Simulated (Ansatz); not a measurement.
**InP (InP (110), 1 layers): how the settings move a single-point run**

How sensitive is a single-point run of InP (InP (110), 1 layers) to its settings? A reference run comes first, then one run with altered input.

Method: reference: DFT, PBE, PAW with Ansatz's default frozen-core files, scalar-relativistic, in Ansatz 0.2.0.

### 1 Starting point

It takes space group Pmm2 (No. 25, orthorhombic). Conventional cell: a = 4.214 Å, b = 16.000 Å, c = 5.959 Å, α = 90.00°, β = 90.00°, γ = 90.00°. In (site symmetry mm2) is surrounded by 2 P at 2.58 Å. Around P (site symmetry mm2) lie 2 In at 2.58 Å.

Structure file:

```
In P
1.0
     4.21398    0.00000    0.00000
     0.00000    5.95947    0.00000
     0.00000    0.00000   16.00000
In P
1 1
Cartesian
  1.0535 0.7449 8.0000
  3.1605 5.2145 8.0000
```

### 2 The reference run

The input, input.yaml:

```yaml
crystal:
  lattice:
    - [4.2139839917, 0.0, 0.0]
    - [0.0, 5.9594733127, 0.0]
    - [0.0, 0.0, 16.0]
  atoms:
    - { symbol: In, position: [0.25, 0.125, 0.5] }
    - { symbol: P, position: [0.75, 0.875, 0.5] }
kpoints:
  mp_grid: { grid: [6, 5, 1] }
scf:
  occupations: { method: fermi_dirac, width: 0.02 }
hamiltonian:
  xc: pbe
  pseudopotentials: { kind: paw }
output:
  forces: true
  stress: true
  eigenvalues: true
  populations: true
efield:
  axis: 3
  amplitude: 0
  dipole_correction: true
```

Launch:

```
ansatz run input.yaml --threads 1 --pin off --max-ram 3584MiB --backend cpu --events-out ev --progress --plain --runs-dir out
```

### 3 Changed: eigensolver.kind davidson, basis.precision f64

input.yaml, as its differences from that of step 2:

```diff
@@ -12,2 +12,3 @@
   occupations: { method: fermi_dirac, width: 0.02 }
+  eigensolver: { kind: davidson }
 hamiltonian:
@@ -24 +25,3 @@
   dipole_correction: true
+basis:
+  precision: f64
```

Before running it: what results should come out? Wanted: for each run, ending; energy change; gap; force.

**Answer**, as computed:

```csv
run,ending,energy change,gap (eV),force (eV/Å),cycles,time
reference,converged,0,0.01,1.43,8,8.1 s
"1: eigensolver.kind davidson, basis.precision f64",converged,0.0 meV/atom,0.01,1.43,8,10 s
```

Residual by cycle in the longest SCF loop of each run; runs are numbered as in the table. The quantity is the density residual dr2, in eV.

```csv
cycle,reference,run 1
1,0.0553,0.056
2,0.00404,0.00389
3,6.5e-4,5.6e-4
4,1.4e-4,1.3e-4
5,6.5e-6,5.3e-6
6,1.3e-6,3.0e-6
7,1.5e-7,3.1e-7
8,9.3e-9,1.6e-8
```

What this shows: Energy and cycle count are those of the reference, so the change (solver and arithmetic precision) left the result and the number of cycles as they were. Semilocal functionals close small gaps, so the missing gap need not be the real solid's.
